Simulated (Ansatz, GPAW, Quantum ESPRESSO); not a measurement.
**BaZrO3: 3 runs at one level of theory**

```
Ba Zr O
1.0
     4.19134    0.00000    0.00000
     0.00000    4.19134    0.00000
     0.00000    0.00000    4.19134
Ba Zr O
1 1 3
Direct
  0.00000 0.00000 0.00000
  0.50000 0.50000 0.50000
  0.50000 0.50000 0.00000
  0.50000 0.00000 0.50000
  0.00000 0.50000 0.50000
```

Alike in all runs: task band structure; functional LDA; k mesh 6 × 6 × 6; occupations fermi-dirac, width 0.05 eV; no spin polarisation; no spin-orbit coupling. LDA stands for any of its common fits. Pressure is positive in compression and, in plane waves, holds the error of the finite cutoff. Gaps are the smaller of the mesh's and the band path's.

| program and potentials | plane-wave cutoff (eV) | notes | band gap (eV) | pressure (GPa) |
| --- | --- | --- | --- | --- |
| GPAW, the program's PAW data sets (release 1.2.1) made for this functional | 800 | - | 3.09 | -5.94 |
| Quantum ESPRESSO, GBRV 1.5 LDA | 612 | - | 3.12 | -4.54 |
| Ansatz, all-electron LAPW, scalar-relativistic | - | - | 3.13 | -5.13 |

The band gap spans 3.09 (GPAW, the program's PAW data sets (release 1.2.1) made for this functional) to 3.13 eV (Ansatz, all-electron LAPW, scalar-relativistic), with all-electron results at 3.13. The pressure spans -5.94 (GPAW, the program's PAW data sets (release 1.2.1) made for this functional) to -4.54 GPa (Quantum ESPRESSO, GBRV 1.5 LDA), with all-electron results at -5.13.

Differences between rows come from potentials, basis sets and numerical settings, since the functional is the same but for its coding. Runs on potential files found faulty are left out.

All three runs describe BaZrO3 as a wide-gap insulator, and the gap barely depends on the potentials, from 3.09 to 3.13 eV. This fits the usual ionic picture: filled O 2p states form the valence band, while the conduction band edge comes from the empty Zr 4d t2g shell of a d0 cation. These 4d states lie higher than the 3d states of Ti in the same group, which is why zirconates generally have wider gaps than titanates. The computed gap is nevertheless well below experiment, chiefly because the LDA Kohn-Sham gap lacks the derivative discontinuity.

The pressure is negative in every run, so at this functional's level the cell is stretched and would contract on relaxation, as expected from LDA overbinding at a lattice constant close to the measured one. The size of that contraction is less certain than its direction, since the pressure varies far more between runs than the gap. A single undistorted cubic cell can't show whether the lattice resists octahedral tilting.
